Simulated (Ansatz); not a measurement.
MgO:

```
CELL_PARAMETERS angstrom
2.93802 0.00000 0.00000
-1.46901 2.54440 0.00000
0.00000 0.00000 2.67968
ATOMIC_POSITIONS crystal
Mg 0.00000 0.00000 0.00000
O 0.33333 0.66667 0.50000
```

Measurements of this composition are mostly on another form, of space group No. 225.

* Program: Ansatz 0.2.0
* Task: relaxation of cell and atoms
* Functional: HSE06
* Potentials or basis: Ansatz PAW
* Cutoff: 420 eV (not typed: the program's choice for these potentials)
* k mesh: 5 × 5 × 5
* Occupations: fermi-dirac, width 0.05 eV
* Spin: no spin polarisation

At the start: volume 10.02 Å³/atom.

**Question.** Where does the relaxation end?

**Answer.** It ends after 8 steps and the volume is 9.63 Å³/atom (-3.9 %); space group P-6m2 (No. 187, to 0.05 Å).

Step by step:
| step | energy change (eV) | largest force (eV/Å) | volume (Å³) |
| --- | --- | --- | --- |
| 1 | 0.0000 | 0.0000 | 20.03 |
| 2 | -0.0110 | 0.0000 | 19.66 |
| 3 | -0.0157 | 0.0000 | 19.26 |
| 4 | -0.0158 | 0.0000 | 19.26 |
| 5 | -0.0158 | 0.0000 | 19.28 |
| 6 | -0.0142 | 0.0000 | 19.28 |
| 7 | -0.0143 | 0.0000 | 19.26 |
| 8 | -0.0143 | 0.0000 | 19.26 |

Final structure:
```cif
data_structure
_symmetry_space_group_name_H-M 'P 1'
_symmetry_Int_Tables_number 1
_cell_length_a 2.8996
_cell_length_b 2.8996
_cell_length_c 2.6447
_cell_angle_alpha 90.000
_cell_angle_beta 90.000
_cell_angle_gamma 120.000
_cell_volume 19.26
loop_
_atom_site_label
_atom_site_type_symbol
_atom_site_fract_x
_atom_site_fract_y
_atom_site_fract_z
_atom_site_occupancy
Mg1 Mg 0.00000 0.00000 0.00000 1
O1 O 0.33333 0.66667 0.50000 1
```

Caveat: the k mesh is coarse (spacing up to 0.49 Å⁻¹), so the values aren't converged, least of all with exact exchange; the plane-wave basis is chosen anew once the cell has moved, so the energies of steps on either side of that aren't comparable; the pressure holds a Pulay correction of +0.4 GPa for the finite cutoff; the PAW data sets come from PBE, with cores solved anew for the run's functional, which leaves a small shift of forces and pressure.
